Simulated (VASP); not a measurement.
# CoO (Fm-3m) in VASP: further runs

The runs below take CoO through single point, relaxation of cell and atoms, with r2SCAN.

Program: VASP 6.6.1. These are calculated values, not measurements. Logs are shortened: lines on timing, memory, paths and dates and some standing lists are left out, and cuts for length are marked.

### Step 1. The structure

It takes space group Fm-3m (No. 225, cubic). The conventional cell has a = 4.263 Å, b = 4.263 Å, c = 4.263 Å, α = 90.00°, β = 90.00°, γ = 90.00°. Co (site symmetry m-3m) has 6 O at 2.13 Å as nearest neighbours. O (site symmetry m-3m) is surrounded by 6 Co at 2.13 Å.

### Step 2. Single point, r2SCAN, collinear spin, ferromagnetic start

Contents of INCAR:

```
SYSTEM = CoO
ALGO     = Normal         ! electronic algorithm
AMIX     = 0.2          
AMIX_MAG = 0.8          
BMIX     = 1E-4         
BMIX_MAG = 1E-4         
EDIFF    = 1E-6           ! SCF threshold, eV
ENCUT    = 600            ! plane-wave cutoff, eV
ISIF     = 2              ! what is computed and relaxed
ISMEAR   = 0              ! smearing method
ISPIN    = 2              ! spin polarisation
LASPH    = .True.         ! aspherical terms in the spheres
LCHARG   = .False.        ! write CHGCAR
LMAXMIX  = 4              ! l up to which the mixer works
LMIXTAU  = .True.       
LORBIT   = 11             ! projections on sites
LREAL    = .False.        ! projectors in reciprocal space
LWAVE    = .False.        ! write WAVECAR
MAGMOM   = 3 0            ! initial moments
METAGGA  = R2SCAN         ! meta-GGA
NELM     = 150            ! most SCF steps
PREC     = Accurate       ! precision mode
SIGMA    = 0.03           ! smearing width, eV
```

Contents of KPOINTS:

```
k-points
0
Gamma
  12 12 12
  0 0 0
```

Contents of POSCAR:

```
CoO
1.0
    0.0000000000      2.1315000000      2.1315000000
    2.1315000000      0.0000000000      2.1315000000
    2.1315000000      2.1315000000      0.0000000000
Co O
1 1
Direct
    0.0000000000      0.0000000000      0.0000000000
    0.5000000000      0.5000000000      0.5000000000
```

Potentials or basis: VASP PAW PBE potentials, release 64 (Co, O).

Command:

```sh
cat potpaw_PBE.64/Co/POTCAR potpaw_PBE.64/O/POTCAR > POTCAR
mpirun -np 1 vasp_std > vasp.out
```

OUTCAR:

```text
SYSTEM = CoO
   AMIX = 0.2
   AMIX_MAG = 0.8
   EDIFF = 1E-6
   ENCUT = 600
   ISIF = 2
   ISMEAR = 0
   ISPIN = 2
   LASPH = .True.
   LORBIT = 11
   LREAL = .False.
   METAGGA = R2SCAN
   NELM = 150
   PREC = Accurate

 ion  position               nearest neighbor table
   1  0.000  0.000  0.000-   2 2.13   2 2.13   2 2.13   2 2.13   2 2.13   2 2.13
   2  0.500  0.500  0.500-   1 2.13   1 2.13   1 2.13   1 2.13   1 2.13   1 2.13

  LATTYP: Found a face centered cubic cell.
 ALAT       =     4.2630000000

  Lattice vectors:

 A1 = (   0.0000000000,   2.1315000000,   2.1315000000)
 A2 = (   2.1315000000,   0.0000000000,   2.1315000000)
 A3 = (   2.1315000000,   2.1315000000,   0.0000000000)

Analysis of symmetry for initial positions (statically):
=====================================================================
 Subroutine PRICEL returns:
 Original cell was already a primitive cell.

 Routine SETGRP: Setting up the symmetry group for a
 face centered cubic supercell.

 Subroutine GETGRP returns: Found 48 space group operations
 (whereof 48 operations were pure point group operations)
 out of a pool of 48 trial point group operations.

The static configuration has the point symmetry O_h .

Analysis of symmetry for dynamics (positions and initial velocities):
=====================================================================
 Subroutine PRICEL returns:
 Original cell was already a primitive cell.

 Routine SETGRP: Setting up the symmetry group for a
 face centered cubic supercell.

 Subroutine GETGRP returns: Found 48 space group operations
 (whereof 48 operations were pure point group operations)
 out of a pool of 48 trial point group operations.

The dynamic configuration has the point symmetry O_h .

Analysis of structural, dynamic, and magnetic symmetry:
=====================================================================
 Subroutine PRICEL returns:
 Original cell was already a primitive cell.

 Routine SETGRP: Setting up the symmetry group for a
 face centered cubic supercell.

 Subroutine GETGRP returns: Found 48 space group operations
 (whereof 48 operations were pure point group operations)
 out of a pool of 48 trial point group operations.

The overall configuration has the point symmetry O_h .

 Subroutine INISYM returns: Found 48 space group operations
 (whereof 48 operations are pure point group operations),
 and found     1 'primitive' translations

----------------------------------------------------------------------------------------

                                     Primitive cell

  volume of cell :      19.3681

  direct lattice vectors                    reciprocal lattice vectors
     0.000000000  2.131500000  2.131500000    -0.234576589  0.234576589  0.234576589
     2.131500000  0.000000000  2.131500000     0.234576589 -0.234576589  0.234576589
     2.131500000  2.131500000  0.000000000     0.234576589  0.234576589 -0.234576589

  length of vectors
     3.014396208  3.014396208  3.014396208     0.406298571  0.406298571  0.406298571

  position of ions in fractional coordinates (direct lattice)
     0.000000000  0.000000000  0.000000000
     0.500000000  0.500000000  0.500000000

  ion indices of the primitive-cell ions
   primitive index   ion index
                 1           1
                 2           2

----------------------------------------------------------------------------------------

 KPOINTS: k-points

Automatic generation of k-mesh.
 Grid dimensions read from file:
 generate k-points for:   12   12   12

 Generating k-lattice:

  Cartesian coordinates                     Fractional coordinates (reciprocal lattice)
    -0.019548049  0.019548049  0.019548049     0.083333333  0.000000000  0.000000000
     0.019548049 -0.019548049  0.019548049     0.000000000  0.083333333  0.000000000
     0.019548049  0.019548049 -0.019548049     0.000000000  0.000000000  0.083333333

  Length of vectors
     0.033858214  0.033858214  0.033858214

  Shift w.r.t. Gamma in fractional coordinates (k-lattice)
     0.000000000  0.000000000  0.000000000

 Subroutine IBZKPT returns following result:
 ===========================================

 Found     72 irreducible k-points:

 Following reciprocal coordinates:
            Coordinates               Weight
  0.000000  0.000000  0.000000      1.000000
  0.083333  0.000000  0.000000      8.000000
  0.166667  0.000000  0.000000      8.000000
  0.250000  0.000000  0.000000      8.000000
  0.333333  0.000000  0.000000      8.000000
  0.416667  0.000000  0.000000      8.000000
[... 16 lines left out ...]
  0.500000  0.166667  0.000000     24.000000
 -0.416667  0.166667  0.000000     24.000000
 [... further k-points ...]
   k-points           NKPTS =     72   k-points in BZ     NKDIM =     72   number of bands    NBANDS=     13
   number of dos      NEDOS =    301   number of ions     NIONS =      2
   total plane-waves  NPLWV =  13824
   dimension x,y,z NGX =    24 NGY =   24 NGZ =   24
   dimension x,y,z NGXF=    48 NGYF=   48 NGZF=   48
   ions per type =               1   1
   NGX,Y,Z   is equivalent  to a cutoff of  13.24, 13.24, 13.24 a.u.
   NGXF,Y,Z  is equivalent  to a cutoff of  26.47, 26.47, 26.47 a.u.
 SYSTEM =  CoO
   PREC   = accura    normal or accurate (medium, high low for compatibility)
   ISTART =      0    job   : 0-new  1-cont  2-samecut
   ICHARG =      2    charge: 1-file 2-atom 10-const
   ISPIN  =      2    spin polarized calculation?
   LNONCOLLINEAR =      F non collinear calculations
   LSORBIT =      F    spin-orbit coupling
   LASPH  =      T    aspherical Exc in radial PAW
   ENCUT  =  600.0 eV  44.10 Ry    6.64 a.u.   6.02  6.02  6.02*2*pi/ulx,y,z
   NELM   =    150;   NELMIN=  2; NELMDL= -5     # of ELM steps
   EDIFF  = 0.1E-05   stopping-criterion for ELM
   LREAL  =      F    real-space projection
   EDIFFG = 0.1E-04   stopping-criterion for IOM
   NSW    =      0    number of steps for IOM
   IBRION =     -1    ionic relax: 0-MD 1-quasi-New 2-CG
   NFREE  =      0    steps in history (QN), initial steepest desc. (CG)
   ISIF   =      2    stress and relaxation
   ISYM   =      2    0-nonsym 1-usesym 2-fastsym
   POTIM  = 0.5000    time-step for ionic-motion
   TEBEG  =    0.0;   TEEND  =   0.0 temperature during run
   PSTRESS=    0.0 pullay stress
   NELECT =      15.0000    total number of electrons
   NUPDOWN=      -1.0000    fix difference up-down
   EMIN   =  10.00;   EMAX   =-10.00  energy-range for DOS
   EFERMI =   0.00;   METHOD = LEGACY
   ISMEAR =     0;   SIGMA  =   0.03  broadening in eV -4-tet -1-fermi 0-gaus
   EFERMI_NEDOS =   21; number of points for ismear=-14 and -15
   IALGO  =     38    algorithm
   IMIX   =      4    mixing-type and parameters
     AMIX     =   0.20;   BMIX     =  0.00
     AMIX_MAG =   0.80;   BMIX_MAG =  0.00
  volume/ion in A,a.u.               =       9.68        65.35
  Fermi-wavevector in a.u.,A,eV,Ry     =   1.503407  2.841027 30.752334  2.260233
  Thomas-Fermi vector in A             =   2.614521
   LORBIT       =     11    0 simple, 1 ext, 2 COOP (PROOUT), +10 PAW based schemes
   METAGGA = R2SCAN    functional components
   LHFCALC =     F    Hartree Fock is set to
   AEXX    =    0.0000 exact exchange contribution
   IVDW    =     0    specifies the selected vdW correction
   LEPSILON=     F    determine dielectric tensor
   LRPA    =     F    only Hartree local field effects (RPA)
 spin polarized calculation
 Gauss-broadening in eV      SIGMA  =   0.03
  energy-cutoff  :      600.00
  volume of cell :       19.37
 maximum number of plane-waves:       661
   NGX = 13   NGY = 13   NGZ = 13

 number of electron      15.0000007 magnetization       3.0000024

 Free energy of the ion-electron system (eV)
  ---------------------------------------------------
  ext. energy  EPLUGINS =         0.00000000
  ---------------------------------------------------
  free energy    TOTEN  =       -21.05075439 eV

  energy without entropy =      -21.04889646  energy(sigma->0) =      -21.04982542

 E-fermi :   7.7434     XC(G=0): -13.0822

 val. band max:        7.7404133532   @ k =   0.5000   0.2500   0.0000
 cond. band min:       7.7471342752   @ k =   0.4167   0.1667   0.0833
 fundamental gap:      0.0067209219
 Fermi energy:         7.7433796502

 spin component 1

 k-point     1 :       0.0000    0.0000    0.0000
  band No.  band energies     occupation
      1     -13.4947      1.00000
      2       3.7134      1.00000
      3       3.7134      1.00000
      4       4.1200      1.00000
      5       4.1201      1.00000
      6       4.1201      1.00000
      7       4.4656      1.00000
      8       4.4656      1.00000
      9       4.4656      1.00000
     10       9.1148      0.00000
     11      25.2707      0.00000
     12      26.3764      0.00000
     13      26.3765      0.00000

 k-point     2 :       0.0833    0.0000    0.0000
  band No.  band energies     occupation
      1     -13.4257      1.00000
      2       3.2589      1.00000
      3       3.2589      1.00000
      4       3.5526      1.00000
      5       4.1251      1.00000
      6       4.1252      1.00000
      7       4.5927      1.00000
      8       4.9848      1.00000
      9       4.9848      1.00000
     10       9.6070      0.00000
     11      23.6953      0.00000
[... 339 lines left out ...]
 k-point    24 :      -0.4167    0.1667    0.0000
  band No.  band energies     occupation
      1     -12.2938      1.00000
      2      -0.1430      1.00000
      3       1.3324      1.00000
      4       1.3617      1.00000
      5       4.6164      1.00000
      6       4.7738      1.00000
      7       5.3256      1.00000
      8       6.3684      1.00000
      9       7.1310      1.00000
     10      14.7178      0.00000
     11      17.3871      0.00000
     12      19.9830      0.00000
     13      22.4657      0.00000

 [... further k-points ...]

 spin component 2

 k-point     1 :       0.0000    0.0000    0.0000
  band No.  band energies     occupation
      1     -12.9412      1.00000
      2       5.1761      1.00000
      3       5.1761      1.00000
      4       5.1761      1.00000
      5       6.6325      1.00000
      6       6.6325      1.00000
      7       6.6328      1.00000
      8       8.7704      0.00000
      9       8.7715      0.00000
     10       9.9029      0.00000
     11      25.5846      0.00000
     12      27.0678      0.00000
     13      27.0682      0.00000

 k-point     2 :       0.0833    0.0000    0.0000
  band No.  band energies     occupation
      1     -12.8680      1.00000
      2       4.5515      1.00000
      3       4.9484      1.00000
      4       4.9485      1.00000
      5       6.7293      1.00000
      6       6.7295      1.00000
      7       6.7936      1.00000
      8       8.9969      0.00000
      9       8.9979      0.00000
     10      10.4088      0.00000
     11      24.2422      0.00000
[... 339 lines left out ...]
 k-point    24 :      -0.4167    0.1667    0.0000
  band No.  band energies     occupation
      1     -11.6450      1.00000
      2       0.5157      1.00000
      3       2.7812      1.00000
      4       3.2360      1.00000
      5       7.5382      1.00000
      6       7.5672      1.00000
      7       7.8574      0.00000
      8      10.4553      0.00000
      9      11.2130      0.00000
     10      15.3788      0.00000
     11      18.5490      0.00000
     12      20.7397      0.00000
     13      23.2484      0.00000

 [... further k-points ...]

------------------------ aborting loop because EDIFF is reached ----------------------------------------

  FORCE on cell =-STRESS in cart. coord.  units (eV):
  Direction    XX          YY          ZZ          XY          YZ          ZX
  --------------------------------------------------------------------------------------
  -------------------------------------------------------------------------------------
  Total       -0.9526718     -0.9526718     -0.9526718      0.0000000      0.0000000      0.0000000
  in kB      -78.8075600    -78.8075600    -78.8075600      0.0000000      0.0000000      0.0000000
  external PRESSURE =     -78.8075600 kB  Pullay stress =       0.0000000 kB

 VOLUME and BASIS-vectors are now :
 -----------------------------------------------------------------------------
  energy-cutoff  :      600.00
  volume of cell :       19.37
      direct lattice vectors                 reciprocal lattice vectors
     0.000000000  2.131500000  2.131500000    -0.234576589  0.234576589  0.234576589
     2.131500000  0.000000000  2.131500000     0.234576589 -0.234576589  0.234576589
     2.131500000  2.131500000  0.000000000     0.234576589  0.234576589 -0.234576589

 POSITION                                       TOTAL-FORCE (eV/Angst)
 -----------------------------------------------------------------------------------
      0.00000      0.00000      0.00000         0.000000      0.000000      0.000000
      2.13150      2.13150      2.13150        -0.000000     -0.000000     -0.000000
 -----------------------------------------------------------------------------------
    total drift:                                0.000000     -0.000000     -0.000000

  FREE ENERGIE OF THE ION-ELECTRON SYSTEM (eV)
  ---------------------------------------------------
  free  energy   TOTEN  =       -21.0507543867 eV

  energy  without entropy=      -21.0488964554  energy(sigma->0) =      -21.04982542

 total charge

# of ion       s       p       d       tot
------------------------------------------
    1        0.295   0.364   7.102   7.761
    2        1.553   3.476   0.000   5.028
--------------------------------------------------
tot          1.848   3.840   7.102  12.790

 magnetization (x)

# of ion       s       p       d       tot
------------------------------------------
    1        0.023   0.019   2.651   2.693
    2        0.029   0.259   0.000   0.288
--------------------------------------------------
tot          0.052   0.279   2.651   2.982
```

Wall time 1.7 min (1 thread of AMD EPYC 9R45 (Zen 5), shared host); peak memory 0.15 GiB.

What came out:

| Quantity | Value |
| --- | --- |
| Free energy | -21.0508 eV |
| Pressure | -7.9 GPa |
| Band gap on the k mesh | none (metal or under the smearing width) |
| Net moment | 3.00 μB per cell |
| Site moments | Co +2.69; O +0.29 μB |
| Valence electrons inside the program's atomic spheres | Co 7.76; O 5.03 |

Levels at points of the mesh, in eV from the Fermi level:
Spin up:
```tsv
k point	band 7	band 8	band 9	band 10	band 11	band 12
(0.00, 0.00, 0.00)	-3.28	-3.28	-3.28	1.37	17.53	18.63
(0.50, 0.00, 0.00)	-2.33	-0.34	-0.34	5.57	9.97	14.09
(0.50, 0.50, 0.00)	-3.21	-2.70	-2.70	6.33	10.54	12.00
```
Spin down:
| k point | band 3 | band 4 | band 5 | band 6 | band 7 | band 8 | band 9 | band 10 |
| --- | --- | --- | --- | --- | --- | --- | --- | --- |
| (0.00, 0.00, 0.00) | -2.57 | -2.57 | -1.11 | -1.11 | -1.11 | 1.03 | 1.03 | 2.16 |
| (0.50, 0.00, 0.00) | -4.57 | -4.57 | -0.11 | -0.11 | 0.19 | 3.63 | 3.63 | 6.02 |
| (0.50, 0.50, 0.00) | -3.88 | -3.88 | -2.18 | 0.09 | 0.09 | 1.53 | 2.00 | 7.43 |

Caveat: the PAW data sets were made with another functional, which shifts forces and pressure a little; a cell with one magnetic atom can't hold antiferromagnetic order, which such compounds often take; semilocal functionals often make such compounds metallic where correlation or magnetic order opens a gap, which also shifts bond lengths. With open d or f shells a metallic result of r2SCAN can be an artefact of self-interaction; +U or a hybrid may open a gap.

### Step 3. Relaxation of cell and atoms, r2SCAN, collinear spin, ferromagnetic start

Contents of INCAR:

```
ALGO     = Normal         # electronic algorithm
AMIX     = 0.2          
AMIX_MAG = 0.8          
BMIX     = 1E-4         
BMIX_MAG = 1E-4         
EDIFF    = 1E-6           # SCF threshold, eV
EDIFFG   = -0.01          # ionic threshold
ENCUT    = 600            # plane-wave cutoff, eV
IBRION   = 2              # ionic algorithm
ISIF     = 3              # what is computed and relaxed
ISMEAR   = 0              # smearing method
ISPIN    = 2              # spin polarisation
LASPH    = T              # aspherical terms in the spheres
LCHARG   = F              # write CHGCAR
LMAXMIX  = 4              # l up to which the mixer works
LMIXTAU  = T            
LORBIT   = 11             # projections on sites
LREAL    = F              # projectors in reciprocal space
LWAVE    = F              # write WAVECAR
MAGMOM   = 3 0            # initial moments
METAGGA  = R2SCAN         # meta-GGA
NELM     = 150            # most SCF steps
NSW      = 90             # ionic steps
PREC     = Accurate       # precision mode
SIGMA    = 0.03           # smearing width, eV
```

Contents of KPOINTS:

```
k-points
0
Gamma
  12 12 12
```

POSCAR is that of step 2.

Potentials or basis: VASP PAW PBE potentials, release 64 (Co, O).

Command:

```sh
cat potpaw_PBE.64/Co/POTCAR potpaw_PBE.64/O/POTCAR > POTCAR
mpirun -np 1 vasp_std > vasp.out
```

Wall time 4 min (1 thread of AMD EPYC 9R45 (Zen 5), shared host); peak memory 0.16 GiB.

Results (log left out):

| Quantity | Value |
| --- | --- |
| Free energy | -21.0702 eV |
| Relaxed volume | 9.31 Å³/atom |
| Relaxed cell | a = 2.975 Å, b = 2.975 Å, c = 2.975 Å, α = 60.00°, β = 60.00°, γ = 60.00° |
| Space group after relaxing (to 0.05 Å) | Fm-3m (No. 225) |
| Energy gained by relaxing | 9.7 meV/atom |
| Ionic steps | 3 |
| Pressure after relaxing | 0.0 GPa |
| Band gap on the k mesh | none (metal or under the smearing width) |
| Net moment | 3.00 μB per cell |
| Site moments | Co +2.69; O +0.29 μB |
| Valence electrons inside the program's atomic spheres | Co 7.83; O 5.05 |

Step by step:
```csv
step,energy change (eV),largest force (eV/Å),pressure (GPa),volume (Å³)
1,0.0000,0.0000,-7.88,19.37
2,-0.0077,0.0000,7.01,18.06
3,-0.0194,0.0000,0.01,18.61
```

Final structure:
```cif
data_structure
_symmetry_space_group_name_H-M 'P 1'
_symmetry_Int_Tables_number 1
_cell_length_a 2.9748
_cell_length_b 2.9748
_cell_length_c 2.9748
_cell_angle_alpha 60.000
_cell_angle_beta 60.000
_cell_angle_gamma 60.000
_cell_volume 18.61
loop_
_atom_site_label
_atom_site_type_symbol
_atom_site_fract_x
_atom_site_fract_y
_atom_site_fract_z
_atom_site_occupancy
Co1 Co 0.00000 0.00000 0.00000 1
O1 O 0.50000 0.50000 0.50000 1
```

Levels at points of the mesh, in eV from the Fermi level:
Spin up:
```tsv
k point	band 5	band 6	band 7	band 8	band 9	band 10	band 11	band 12	band 13
(0.00, 0.00, 0.00)	-3.70	-3.70	-3.46	-3.46	-3.46	1.58	17.67	18.94	18.94
(0.50, 0.00, 0.00)	-3.00	-3.00	-2.33	-0.26	-0.26	5.65	10.36	14.35	14.35
(0.50, 0.50, 0.00)	-4.54	-3.73	-3.16	-2.69	-2.69	6.60	10.80	12.17	17.09
```
Spin down:
| k point | band 2 | band 3 | band 4 | band 5 | band 6 | band 7 | band 8 | band 9 | band 10 | band 11 |
| --- | --- | --- | --- | --- | --- | --- | --- | --- | --- | --- |
| (0.00, 0.00, 0.00) | -2.73 | -2.73 | -2.73 | -1.19 | -1.19 | -1.19 | 0.96 | 0.96 | 2.39 | 17.99 |
| (0.50, 0.00, 0.00) | -8.06 | -4.85 | -4.85 | -0.12 | -0.12 | 0.21 | 3.74 | 3.75 | 6.12 | 11.53 |
| (0.50, 0.50, 0.00) | -6.82 | -4.09 | -4.09 | -2.35 | 0.10 | 0.10 | 1.51 | 2.05 | 7.71 | 11.61 |

Caveat: the PAW data sets were made with another functional, which shifts forces and pressure a little; a cell with one magnetic atom can't hold antiferromagnetic order, which such compounds often take; semilocal functionals often make such compounds metallic where correlation or magnetic order opens a gap, which also shifts bond lengths. With open d or f shells a metallic result of r2SCAN can be an artefact of self-interaction; +U or a hybrid may open a gap.

(Continued in part 2 of 2.)
